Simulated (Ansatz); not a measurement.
Crystal: AlNi.

```
Ni Al
1.0
     2.88100    0.00000    0.00000
     0.00000    2.88100    0.00000
     0.00000    0.00000    2.88100
Ni Al
1 1
Cartesian
  1.4405 1.4405 1.4405
  0.0000 0.0000 0.0000
```

Program: Ansatz 0.2.0. Alike in all runs: task band structure; potentials or basis Ansatz PAW; spin collinear, ferromagnetic start; cell as given; k mesh 9 × 9 × 9; smearing fermi-dirac 0.05 eV.

**Question.** Order these runs on this cell by their pressure, lowest first.
A. level r2SCAN; cutoff (eV) 500
B. level revPBE; cutoff (eV) 420
C. level BLYP; cutoff (eV) 420
D. level LDA; cutoff (eV) 420

**Answer.** D (-8.6 GPa), A (-3.2 GPa), B (4.8 GPa), C (6.6 GPa).

Caveats: the PAW data sets come from PBE, with cores solved anew for the run's functional, which leaves a small shift of forces and pressure; the starting moments weren't kept; the magnetic or orbital state may not be the lowest (some runs).

Runs at the PBE level aren't shown here.
